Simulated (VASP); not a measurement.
A run of VASP 6.6.1 is set up as follows.

The input POSCAR:

```
BeTe                                    
1.0
    0.0000000000      2.8061350131      2.8061350131
    2.8061350131      0.0000000000      2.8061350131
    2.8061350131      2.8061350131      0.0000000000
  Be              Te            
     1     1
Direct
     0.0000000000000000    0.0000000000000000    0.0000000000000000
     0.2500000000000000    0.2500000000000000    0.2500000000000000
```

INCAR.step1

```
SYSTEM = BeTe
PREC     = Accurate       ! precision mode
ENCUT    = 520            ! plane-wave cutoff, eV
EDIFF    = 1E-5           ! SCF threshold, eV
ISMEAR   = 0              ! smearing method
SIGMA    = 0.03           ! smearing width, eV
LREAL    = .FALSE.        ! projectors in reciprocal space
LASPH    = .TRUE.         ! aspherical terms in the spheres
NELM     = 80             ! most SCF steps
ALGO     = Normal         ! electronic algorithm
ISIF     = 2              ! what is computed and relaxed
LWAVE    = .TRUE.         ! write WAVECAR
LCHARG   = .FALSE.        ! write CHGCAR
KPAR     = 4            
GGA      = PE             ! functional
```

The input INCAR.step2:

```
SYSTEM = BeTe
PREC     = Accurate       ! precision mode
ENCUT    = 520            ! plane-wave cutoff, eV
EDIFF    = 1E-7           ! SCF threshold, eV
ISMEAR   = 0              ! smearing method
SIGMA    = 0.03           ! smearing width, eV
LREAL    = .FALSE.        ! projectors in reciprocal space
LASPH    = .TRUE.         ! aspherical terms in the spheres
NELM     = 80             ! most SCF steps
ALGO     = Normal         ! electronic algorithm
ISIF     = 2              ! what is computed and relaxed
LWAVE    = .FALSE.        ! write WAVECAR
LCHARG   = .FALSE.        ! write CHGCAR
GGA      = PE             ! functional
LHFCALC  = .TRUE.         ! exact exchange
AEXX     = 0.25           ! exact-exchange fraction
PRECFOCK = Fast         
HFRCUT   = -1           
KPAR     = 4            
ISTART   = 1
```

KPOINTS

```
regular mesh
0
G
  6 6 6
  0 0 0
```

The input KPOINTS_OPT:

```
explicit points
6
Reciprocal
 0.0000000000  0.0000000000  0.0000000000 1
 0.3750000000  0.3750000000  0.7500000000 1
 0.5000000000  0.5000000000  0.5000000000 1
 0.6250000000  0.2500000000  0.6250000000 1
 0.5000000000  0.2500000000  0.7500000000 1
 0.5000000000  0.0000000000  0.5000000000 1
```

Potentials or basis: VASP PAW PBE potentials, release 64 (Be, Te).

Launch:

```sh
$ cat potpaw_PBE.64/Be/POTCAR potpaw_PBE.64/Te/POTCAR > POTCAR
$ cp INCAR.step1 INCAR
$ mpirun -np 4 vasp_std > vasp.out
$ cp INCAR.step2 INCAR
$ mpirun -np 4 vasp_std > vasp.out
```

**Question.** Predict the pressure.

**Answer.** 0.5 GPa.

**Question.** Estimate the band gap on the k mesh.

**Answer.** 3.27 eV, indirect (least direct gap 5.14 eV).

**Question.** Estimate the band gap along the path.

**Answer.** 3.27 eV, indirect (least direct gap 5.14 eV).

Caveat: the PAW data sets were made with another functional, which shifts forces and pressure a little; spin-orbit coupling is left out, which moves the levels of the heavy elements.
